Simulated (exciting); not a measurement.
# InAs (F-43m) in exciting: notebook

Aim: see how the results for InAs move with the level of theory and the settings. Levels: PBE, LDA, PBEsol. Tasks: band structure, optical spectrum.

Program: exciting (release sodium). These are calculated values, not measurements. Logs are shortened: lines on timing, memory, paths and dates and some standing lists are left out, and cuts for length are marked.

**What was measured.**

From a printed reference work, data compilation, for a bulk crystal of InAs at 4.2 K: band gap 0.418 eV (direct).

The results are compared with them further down.

### 1 The crystal as given

Symmetry: F-43m, No. 216, cubic system. The conventional cell has a = 6.036 Å, b = 6.036 Å, c = 6.036 Å, α = 90.00°, β = 90.00°, γ = 90.00°. In (site symmetry -43m) has 4 As at 2.61 Å as nearest neighbours. As (site symmetry -43m) is surrounded by 4 In at 2.61 Å.

### 2 Band structure, PBE

input.xml

```xml
<input>
  <title>InAs</title>
  <structure speciespath="./" tshift="false">
    <crystal scale="1">
      <basevect>0.000000000000 5.703193444121 5.703193444121</basevect>
      <basevect>5.703193444121 0.000000000000 5.703193444121</basevect>
      <basevect>5.703193444121 5.703193444121 0.000000000000</basevect>
    </crystal>
    <species speciesfile="In.xml" rmt="2.3">
      <atom coord="0.000000000000 0.000000000000 0.000000000000"/>
    </species>
    <species speciesfile="As.xml" rmt="2">
      <atom coord="0.750000000000 0.750000000000 0.750000000000"/>
    </species>
  </structure>
  <groundstate do="fromscratch" ngridk="8 8 8" rgkmax="9" gmaxvr="14" lmaxapw="10" lmaxmat="10" lmaxvr="8" xctype="GGA_PBE" stype="Fermi Dirac" swidth="0.00183747" nempty="10" ValenceRelativity="iora*" epsengy="1e-05" epspot="1e-05" maxscl="60" outputlevel="low"/>
  <properties>
    <bandstructure>
      <plot1d>
        <path steps="80">
          <point coord="0 0 0" label="G"/>
          <point coord="0.5 0 0.5" label="X"/>
          <point coord="0.5 0.25 0.75" label="W"/>
          <point coord="0.375 0.375 0.75" label="K"/>
          <point coord="0 0 0" label="G"/>
          <point coord="0.5 0.5 0.5" label="L"/>
          <point coord="0.625 0.25 0.625" label="U"/>
          <point coord="0.5 0.25 0.75" label="W"/>
          <point coord="0.5 0.5 0.5" label="L"/>
          <point coord="0.375 0.375 0.75" label="K" breakafter="true"/>
          <point coord="0.625 0.25 0.625" label="U"/>
          <point coord="0.5 0 0.5" label="X"/>
        </path>
      </plot1d>
    </bandstructure>
    <dos nwdos="300" winddos="-0.6 0.5" inttype="tetra" ngrdos="100" nsmdos="1"/>
  </properties>
</input>
```

Potentials or basis: all-electron LAPW+lo, shipped species files, valence relativity iora*.

On the command line:

```bash
OMP_NUM_THREADS=1 exciting_smp
```

INFO.OUT:

```text
================================================================================
EXCITING SODIUM started
[... 10 lines left out ...]

 Lattice vectors (cartesian) :
      0.0000000000      5.7031934441      5.7031934441
      5.7031934441      0.0000000000      5.7031934441
      5.7031934441      5.7031934441      0.0000000000

 Reciprocal lattice vectors (cartesian) :
     -0.5508479915      0.5508479915      0.5508479915
      0.5508479915     -0.5508479915      0.5508479915
      0.5508479915      0.5508479915     -0.5508479915

 Unit cell volume                           :     371.0088788366
 Brillouin zone volume                      :       0.6685829574

 Species :    1 (In)
     parameters loaded from                 :    In.xml
     name                                   :    indium

     atomic positions (lattice) :
       1 :   0.00000000  0.00000000  0.00000000

 Species :    2 (As)
     parameters loaded from                 :    As.xml
     name                                   :    arsenic

     atomic positions (lattice) :
       1 :   0.75000000  0.75000000  0.75000000

 Total number of atoms per unit cell        :       2

 Spin treatment                             :    spin-unpolarised

 Number of Bravais lattice symmetries       :      48
 Number of crystal symmetries               :      24

 k-point grid                               :       8    8    8
 Total number of k-points                   :      43
 k-point set is reduced with crystal symmetries

 R^MT_min * |G+k|_max (rgkmax)              :       9.00000000

 G-vector grid sizes                        :      36    36    36
 Total number of G-vectors                  :   17153

 Total nuclear charge                       :     -82.00000000
 Total electronic charge                    :      82.00000000

 Number of empty states                     :      10
 Total number of valence states             :      28

 Exchange-correlation type                  :      20
[... 11 lines left out ...]
* Groundstate module started                                                   *
********************************************************************************
 Output level for this task is set to low

++++++++++++++++++++++++++++++++++++++++++++++++++++++++++++++++++++++++++++++++
[... 5 lines left out ...]
+ SCF iteration number :    1                                                  +
++++++++++++++++++++++++++++++++++++++++++++++++++++++++++++++++++++++++++++++++
 Total energy                               :     -8144.22814624
 _______________________________________________________________
 Fermi energy                               :         0.16103287
 DOS at Fermi energy (states/Ha/cell)       :         0.94413054
 Electron charge: Core leakage              :         0.00232123

++++++++++++++++++++++++++++++++++++++++++++++++++++++++++++++++++++++++++++++++
+ SCF iteration number :    2                                                  +
++++++++++++++++++++++++++++++++++++++++++++++++++++++++++++++++++++++++++++++++
 Total energy                               :     -8144.74864288
 _______________________________________________________________
 Fermi energy                               :         0.16870433
 DOS at Fermi energy (states/Ha/cell)       :         1.74063045
 Electron charge: Core leakage              :         0.00232650

 RMS change in effective potential (target) :  0.273700E-01  ( 0.100000E-04)
 Absolute change in total energy   (target) :  0.520497      ( 0.100000E-04)
 Charge distance                   (target) :  0.306151E-02  ( 0.100000E-04)

++++++++++++++++++++++++++++++++++++++++++++++++++++++++++++++++++++++++++++++++
+ SCF iteration number :    3                                                  +
++++++++++++++++++++++++++++++++++++++++++++++++++++++++++++++++++++++++++++++++
 Total energy                               :     -8144.75906628
 _______________________________________________________________
 Fermi energy                               :         0.17351989
 DOS at Fermi energy (states/Ha/cell)       :         1.68021508
 Electron charge: Core leakage              :         0.00232479

 RMS change in effective potential (target) :  0.174858E-01  ( 0.100000E-04)
 Absolute change in total energy   (target) :  0.104234E-01  ( 0.100000E-04)
 Charge distance                   (target) :  0.146204E-02  ( 0.100000E-04)

++++++++++++++++++++++++++++++++++++++++++++++++++++++++++++++++++++++++++++++++
+ SCF iteration number :    4                                                  +
++++++++++++++++++++++++++++++++++++++++++++++++++++++++++++++++++++++++++++++++
 Total energy                               :     -8144.52589240
 _______________________________________________________________
 Fermi energy                               :         0.17590630
 DOS at Fermi energy (states/Ha/cell)       :         1.66752937
 Electron charge: Core leakage              :         0.00231329

 RMS change in effective potential (target) :  0.373062E-02  ( 0.100000E-04)
 Absolute change in total energy   (target) :  0.233174      ( 0.100000E-04)
 Charge distance                   (target) :  0.610148E-03  ( 0.100000E-04)

++++++++++++++++++++++++++++++++++++++++++++++++++++++++++++++++++++++++++++++++
+ SCF iteration number :    5                                                  +
++++++++++++++++++++++++++++++++++++++++++++++++++++++++++++++++++++++++++++++++
 Total energy                               :     -8144.40335858
 _______________________________________________________________
 Fermi energy                               :         0.17946661
 DOS at Fermi energy (states/Ha/cell)       :         1.63250211
 Electron charge: Core leakage              :         0.00231177

 RMS change in effective potential (target) :  0.145176E-02  ( 0.100000E-04)
 Absolute change in total energy   (target) :  0.122534      ( 0.100000E-04)
 Charge distance                   (target) :  0.124674E-02  ( 0.100000E-04)

++++++++++++++++++++++++++++++++++++++++++++++++++++++++++++++++++++++++++++++++
+ SCF iteration number :    6                                                  +
++++++++++++++++++++++++++++++++++++++++++++++++++++++++++++++++++++++++++++++++
 Total energy                               :     -8144.31078439
 _______________________________________________________________
 Fermi energy                               :         0.17861433
 DOS at Fermi energy (states/Ha/cell)       :         1.63959598
 Electron charge: Core leakage              :         0.00231295
[... 83 lines left out ...]
++++++++++++++++++++++++++++++++++++++++++++++++++++++++++++++++++++++++++++++++
+ SCF iteration number :   13                                                  +
++++++++++++++++++++++++++++++++++++++++++++++++++++++++++++++++++++++++++++++++
 Total energy                               :     -8144.37517550
 _______________________________________________________________
 Fermi energy                               :         0.17855328
 DOS at Fermi energy (states/Ha/cell)       :         1.63979480
 Electron charge: Core leakage              :         0.00231229

 RMS change in effective potential (target) :  0.132404E-06  ( 0.100000E-04)
 Absolute change in total energy   (target) :  0.369667E-04  ( 0.100000E-04)
 Charge distance                   (target) :  0.355075E-07  ( 0.100000E-04)

++++++++++++++++++++++++++++++++++++++++++++++++++++++++++++++++++++++++++++++++
+ SCF iteration number :   14                                                  +
++++++++++++++++++++++++++++++++++++++++++++++++++++++++++++++++++++++++++++++++
 Total energy                               :     -8144.37518718
 _______________________________________________________________
 Fermi energy                               :         0.17855331
 DOS at Fermi energy (states/Ha/cell)       :         1.63979077
 Electron charge: Core leakage              :         0.00231229

 RMS change in effective potential (target) :  0.426915E-07  ( 0.100000E-04)
 Absolute change in total energy   (target) :  0.116739E-04  ( 0.100000E-04)
 Charge distance                   (target) :  0.573452E-08  ( 0.100000E-04)

++++++++++++++++++++++++++++++++++++++++++++++++++++++++++++++++++++++++++++++++
+ SCF iteration number :   15                                                  +
++++++++++++++++++++++++++++++++++++++++++++++++++++++++++++++++++++++++++++++++
 Total energy                               :     -8144.37519458
 _______________________________________________________________
 Fermi energy                               :         0.17855331
 DOS at Fermi energy (states/Ha/cell)       :         1.63979262
 Electron charge: Core leakage              :         0.00231229

 RMS change in effective potential (target) :  0.354001E-08  ( 0.100000E-04)
 Absolute change in total energy   (target) :  0.739766E-05  ( 0.100000E-04)
 Charge distance                   (target) :  0.287163E-08  ( 0.100000E-04)

++++++++++++++++++++++++++++++++++++++++++++++++++++++++++++++++++++++++++++++++
+ SCF iteration number :   16                                                  +
++++++++++++++++++++++++++++++++++++++++++++++++++++++++++++++++++++++++++++++++
 Total energy                               :     -8144.37519447
 _______________________________________________________________
 Fermi energy                               :         0.17855331
 DOS at Fermi energy (states/Ha/cell)       :         1.63979198
 Electron charge: Core leakage              :         0.00231229

 RMS change in effective potential (target) :  0.993950E-09  ( 0.100000E-04)
 Absolute change in total energy   (target) :  0.102412E-06  ( 0.100000E-04)
 Charge distance                   (target) :  0.490596E-09  ( 0.100000E-04)

++++++++++++++++++++++++++++++++++++++++++++++++++++++++++++++++++++++++++++++++
| Convergency criteria checked for the last 2 iterations                       +
| Convergence targets achieved. Performing final SCF iteration                 +
++++++++++++++++++++++++++++++++++++++++++++++++++++++++++++++++++++++++++++++++
 Total energy                               :     -8144.37519465
 _______________________________________________________________
 Fermi energy                               :         0.17855331
 DOS at Fermi energy (states/Ha/cell)       :         1.63979210
 Electron charge: Core leakage              :         0.00231229

++++++++++++++++++++++++++++++++++++++++++++++++++++++++++++++++++++++++++++++++
[... 9 lines left out ...]
| EXCITING SODIUM stopped                                                      =
================================================================================
```

Run time: 6.6 min. Hardware: 1 thread of Arm Neoverse V1, shared host; peak memory 0.15 GiB.

What came out:

* Free energy: -221619.7397 eV
* Band gap on the k mesh: none (metal or under the smearing width)

Levels at the corners of the path, in eV from the Fermi level:
```tsv
point	band 13	band 14	band 15	band 16	band 17	band 18	band 19	band 20	band 21	band 22
Γ	-14.32	-11.94	-0.22	-0.05	-0.05	-0.05	3.88	3.88	3.88	7.50
X	-14.30	-9.92	-5.90	-2.38	-2.38	1.51	2.03	9.17	9.27	9.27
W	-14.32	-9.86	-5.76	-3.01	-2.93	4.19	4.26	4.98	6.06	9.82
K	-14.31	-9.93	-5.76	-3.33	-2.01	2.08	4.25	7.30	7.40	7.77
Γ	-14.32	-11.94	-0.22	-0.05	-0.05	-0.05	3.88	3.88	3.88	7.50
L	-14.32	-10.46	-5.83	-1.04	-1.04	0.93	4.65	4.65	6.83	9.03
U	-14.31	-9.93	-5.76	-3.33	-2.01	2.08	4.25	7.30	7.40	7.77
W	-14.32	-9.86	-5.76	-3.01	-2.93	4.19	4.26	4.98	6.06	9.82
L	-14.32	-10.46	-5.83	-1.04	-1.04	0.93	4.65	4.65	6.83	9.03
K	-14.31	-9.93	-5.76	-3.33	-2.01	2.08	4.25	7.30	7.40	7.77
U	-14.31	-9.93	-5.76	-3.33	-2.01	2.08	4.25	7.30	7.40	7.77
X	-14.30	-9.92	-5.90	-2.38	-2.38	1.51	2.03	9.17	9.27	9.27
```

States per cell in windows of 1 eV (zero at the Fermi level; states under -8 eV left out):
| from (eV) | total |
| --- | --- |
| -8.0 | 0.00 |
| -7.0 | 0.00 |
| -6.0 | 1.29 |
| -5.0 | 0.37 |
| -4.0 | 0.65 |
| -3.0 | 1.59 |
| -2.0 | 1.58 |
| -1.0 | 0.46 |
| 0.0 | 0.02 |
| 1.0 | 0.50 |
| 2.0 | 1.59 |
| 3.0 | 0.83 |
| 4.0 | 1.64 |
| 5.0 | 1.58 |
| 6.0 | 1.09 |
| 7.0 | 1.08 |

Caveat: the tetrahedron DOS on this energy grid can lose part of the weight of narrow d or f bands; spin-orbit coupling is left out, which moves the levels of the heavy elements; this crystal is a semiconductor, whose small gap the functional closes, so the metal is an error of the method.

(Continued in part 2 of 3.)
